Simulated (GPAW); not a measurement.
Set up this calculation in GPAW 26.7.0, as an ASE script.

| Item | Value |
| --- | --- |
| Task | optical spectrum |
| Functional | PBE |
| Potentials or basis | GPAW PAW data sets (gpaw-data 1.2.1) |
| Cutoff | 450 eV |
| Basis | pw |
| k mesh | 9 × 9 × 9 |
| Occupations | fermi-dirac, width 0.05 eV |
| Spin | no spin polarisation |
| Eta | 0.1 eV |
| Response ecut | 50 eV |
| Scissors | 0 eV |
| Kernel | RPA |
| Maxiter | 150 |
| Response k mesh | 28 × 28 × 28 |
| Domega0 | 0.05 eV |
| Omega2 | 10 eV |
| Response bands | 19 |
| Directions | ["x"] |
| Intraband | yes |

Ag:

```
CELL_PARAMETERS angstrom
0.00000 2.08281 2.08281
2.08281 0.00000 2.08281
2.08281 2.08281 0.00000
ATOMIC_POSITIONS crystal
Ag 0.00000 0.00000 0.00000
```

These files were run (other wordings do the same):

run.py

```python
from ase import Atoms
from ase.dft.bandgap import bandgap
from ase.io import write
from gpaw import GPAW, PW
from gpaw.response.df import DielectricFunction

atoms = Atoms(['Ag'],
              cell=[[0.0, 2.082814093, 2.082814093],
                    [2.082814093, 0.0, 2.082814093],
                    [2.082814093, 2.082814093, 0.0]],
              scaled_positions=[[0.0, 0.0, 0.0]],
              pbc=True)

calc = GPAW(mode=PW(450),
            xc='PBE',
            kpts={'size': (9, 9, 9), 'gamma': True},
            occupations={'name': 'fermi-dirac', 'width': 0.05},
            nbands=18,
            convergence={'density': 1e-06},
            maxiter=150,
            txt='gpaw.txt')
atoms.calc = calc
energy = atoms.get_potential_energy()
calc.write('gs.gpw')
write('result.traj', atoms)
print(f'Energy: {energy:.6f} eV')
print('Fermi level:', round(calc.get_fermi_level(), 4), 'eV')
print(f'Gap: {bandgap(calc)[0]:.4f} eV, direct: {bandgap(calc, direct=True)[0]:.4f} eV')

dense = calc.fixed_density(kpts={'size': (28, 28, 28), 'gamma': True},
                           nbands=25, convergence={'bands': 19, 'eigenstates': 1e-7},
                           update_fermi_level=True, txt='dense.txt')
dense.write('dense.gpw', mode='all')

df = DielectricFunction('dense.gpw', frequencies={'type': 'nonlinear', 'domega0': 0.05, 'omega2': 10},
                        eta=0.1, ecut=50, nbands=19, rate='eta', txt='df.txt')
for direction in ['x']:
    df.get_dielectric_function(xc='RPA', direction=direction, filename=f'df_{direction}.csv')
```

Potentials or basis: GPAW PAW data sets (gpaw-data 1.2.1), pw.

Launch:

```bash
$ OMP_NUM_THREADS=1 python run.py
```

It gave:

```json
{
 "Band gap on the k mesh": "none (metal or under the smearing width)"
}
```

Caveat: the intraband term hangs on this k mesh; the long-wavelength limit can be off by several per cent where d states take part; independent-particle spectra lack excitons.

It took 92 s on 1 thread of Arm Neoverse V2, with other jobs on the host, peak memory 0.39 GiB.
